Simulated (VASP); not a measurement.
InP (rocksalt), PBE single-point calculation: Ansatz's output and VASP's

```xyz
2
Lattice="0.0000 2.7454 2.7454 2.7454 0.0000 2.7454 2.7454 2.7454 0.0000" Properties=species:S:1:pos:R:3 pbc="T T T"
In    0.0000    0.0000    0.0000
P     2.7454    2.7454    2.7454
```

Ansatz printed

```
SCF 1 converged in 6 iterations: F = -6353.504108 eV  dr2 = 6.94e-9
  greatest PAW one-centre occupation: 0.982 electrons in one spin orbital (limit 2), on the In atom at site 0 (counted from 0), in its partial waves of l = 2
NSCF: frozen V_eff on 102 k-points
SCF converged after 6 iterations
Free energy (F): -6353.504108 eV
Harris-Foulkes:  -6353.504108 eV  (|F-HF|=6.08e-9)
Internal energy: -6353.502346 eV  (E = F + TS)
E sigma→0 (E₀):  -6353.503227 eV
Entropy (-TS):   -0.001762 eV (-0.881 meV/atom)
Fermi energy:    9.691679 eV
--- Per-component energies (eV) ---
  E_band       = -8.025201
  E_kinetic    = 312.807316
  E_local      = -1178.155247  (includes V_loc(G=0)·N_el)
  E_nonlocal   = 401.827780
  E_hartree    = 463.739655
  E_xc         = -276.436530
  E_vxc        = -159.738236  (∫ρ·V_xc dr)
  E_paw        = -4725.197785  (= ΣΔE_a)
  E_vpaw       = -312.249570  (= ΣTr[D̂ρ^β])
  E_aug_tail   = 0.000030  (compensation charges beyond the density's cutoff)
  E_ewald      = -1352.087565
  E_smearing   = -0.001762  (= −TS)
  E_closure    = 0.000000  (closes the sum)
  Σ components = -6353.504108   (vs F -6353.504108, Δ=0.00e0)
--- Forces (eV/Å), atoms counted from 1 ---
  atom   1  In    -0.00000000     0.00000000     0.00000000
  atom   2  P      0.00000000    -0.00000000     0.00000000
  max |Σ_I F_I| component: 2.24e-30 eV/Å
--- Stress (GPa, compression-positive) ---
        1.926995       0.000000       0.000000
        0.000000       1.926995       0.000000
       -0.000000      -0.000000       1.926995
  P = ⅓ Tr σ = 1.9270 GPa (19.270 kbar)
--- Band table (eV; the first three rows and the last of 29) ---
  k-point 0: bands = ["-4.7198", "-4.7198", "-4.6996", "-4.6996", "-4.6996", "-2.6270", "9.2825", "9.2825", "9.2825", "10.3070", "16.6532", "16.6532", "16.6532"]
  k-point 1: bands = ["-4.7281", "-4.7281", "-4.7003", "-4.6882", "-4.6882", "-2.4268", "7.6070", "9.3170", "9.3170", "11.6569", "15.7172", "16.2172", "16.2172"]
  k-point 2: bands = ["-4.7524", "-4.7524", "-4.7041", "-4.6564", "-4.6564", "-1.8464", "5.5092", "9.4344", "9.4344", "12.4329", "14.6298", "14.6298", "15.1066"]
  k-point 28: bands = ["-4.9663", "-4.7247", "-4.6737", "-4.6737", "-4.5770", "0.7642", "4.7725", "5.5666", "5.5666", "12.0545", "14.2186", "16.3096", "16.3096"]
```

Datasets and cutoffs are each program's own. VASP's cell holds 18 valence electrons and Ansatz's 18. Ansatz's stress includes a Pulay correction; VASP's doesn't. Ansatz solved a whole band path, VASP its corner points and band edges.

Q: What does VASP give for the same cell and level of theory?

A: gap between bands v and c -2.74 eV (bands overlap: a metal); least direct gap 0.00 eV; pressure 1.9 GPa.

From OUTCAR

```
k-points           NKPTS =     29   k-points in BZ     NKDIM =     29   number of bands    NBANDS=     16

   NELECT =      18.0000    total number of electrons

   dimension x,y,z NGX =    30 NGY =   30 NGZ =   30
   dimension x,y,z NGXF=    60 NGYF=   60 NGZF=   60

  energy-cutoff  :      520.00
  volume of cell :       41.38
      direct lattice vectors                 reciprocal lattice vectors
     0.000000000  2.745363075  2.745363075    -0.182125273  0.182125273  0.182125273
     2.745363075  0.000000000  2.745363075     0.182125273 -0.182125273  0.182125273
     2.745363075  2.745363075  0.000000000     0.182125273  0.182125273 -0.182125273

 k-points in reciprocal lattice and weights: KPOINTS created by Atomic Simulation Env
   0.00000000  0.00000000  0.00000000       0.002
   0.12500000  0.00000000  0.00000000       0.016
   0.25000000  0.00000000  0.00000000       0.016
   0.37500000  0.00000000  0.00000000       0.016
   0.50000000  0.00000000  0.00000000       0.008
   0.12500000  0.12500000  0.00000000       0.012
   0.25000000  0.12500000  0.00000000       0.047
   0.37500000  0.12500000  0.00000000       0.047
   ...

 E-fermi :   7.4835

 k-point     1 :       0.0000    0.0000    0.0000
  band No.  band energies     occupation
      1      -6.9266      2.00000
      2      -6.9266      2.00000
      3      -6.9060      2.00000
      4      -6.9060      2.00000
      5      -6.9060      2.00000
      6      -4.8349      2.00000
      7       7.0747      2.00000
      8       7.0747      2.00000
      9       7.0747      2.00000
     10       8.0980      0.00000
     11      14.4654      0.00000
     12      14.4654      0.00000
     13      14.4654      0.00000
     14      15.9839      0.00000
     15      15.9839      0.00000
     16      15.9839      0.00000

 k-point     2 :       0.1250    0.0000    0.0000
  band No.  band energies     occupation
      1      -6.9349      2.00000
      2      -6.9349      2.00000
      3      -6.9067      2.00000
      4      -6.8946      2.00000
      5      -6.8946      2.00000
      6      -4.6347      2.00000
      7       5.3988      2.00000
      8       7.1090      2.00000
      9       7.1090      2.00000
     10       9.4484      0.00000
     11      13.5181      0.00000
     12      14.0204      0.00000
     13      14.0204      0.00000
     14      15.2102      0.00000
     15      15.2102      0.00000
     16      15.8318      0.00000

 k-point     3 :       0.2500    0.0000    0.0000
  band No.  band energies     occupation
      1      -6.9590      2.00000
      2      -6.9590      2.00000
      3      -6.9105      2.00000
      4      -6.8629      2.00000
      5      -6.8629      2.00000
      6      -4.0542      2.00000
      7       3.3013      2.00000
      8       7.2266      1.99999
      9       7.2266      1.99999
     10      10.2253      0.00000
     11      12.4283      0.00000
     12      12.4283      0.00000
     13      12.9005      0.00000
     14      15.8845      0.00000
     15      16.1107      0.00000
     16      16.1107      0.00000

 k-point     4 :       0.3750    0.0000    0.0000
  band No.  band energies     occupation
      1      -6.9837      2.00000
      2      -6.9837      2.00000
      3      -6.9165      2.00000
      4      -6.8301      2.00000
      5      -6.8301      2.00000
      6      -3.2132      2.00000
      7       1.4728      2.00000
      8       7.4154      1.93571
      9       7.4154      1.93571
     10      10.0315      0.00000
     11      11.2217      0.00000
     12      11.2217      0.00000
     13      12.8048      0.00000
     14      17.1904      0.00000
     15      17.6051      0.00000
     16      17.6051      0.00000

 k-point     5 :       0.5000    0.0000    0.0000
  band No.  band energies     occupation
      1      -6.9939      2.00000
      2      -6.9939      2.00000
      3      -6.9194      2.00000
      4      -6.8164      2.00000
      5      -6.8164      2.00000
      6      -2.6667      2.00000
      7       0.5855      2.00000
      8       7.5281      0.19344
      9       7.5281      0.19344
     10       9.8689      0.00000
     11      10.7568      0.00000
     12      10.7568      0.00000
     13      12.7544      0.00000
     14      18.6220      0.00000
     15      18.6973      0.00000
     16      18.6973      0.00000

 k-point     6 :       0.1250    0.1250    0.0000
  band No.  band energies     occupation
      1      -6.9566      2.00000
      2      -6.9191      2.00000
      3      -6.9147      2.00000
      4      -6.8895      2.00000
      5      -6.8895      2.00000
      6      -4.5603      2.00000
      7       5.5766      2.00000
      8       6.6971      2.00000
      9       6.6971      2.00000
     10       9.9878      0.00000
     11      12.7346      0.00000
     12      13.3981      0.00000
     13      14.4677      0.00000
     14      14.4677      0.00000
     15      17.1355      0.00000
     16      17.1355      0.00000

 ...

 POSITION                                       TOTAL-FORCE (eV/Angst)
 -----------------------------------------------------------------------------------
      0.00000      0.00000      0.00000         0.000000     -0.000000      0.000000
      2.74536      2.74536      2.74536        -0.000000      0.000000     -0.000000
 -----------------------------------------------------------------------------------
    total drift:                               -0.000000      0.000000      0.000000

  FREE ENERGIE OF THE ION-ELECTRON SYSTEM (eV)
  ---------------------------------------------------
  free  energy   TOTEN  =        -7.9028464341 eV

  energy  without entropy=       -7.9010820152  energy(sigma->0) =       -7.90196422
```
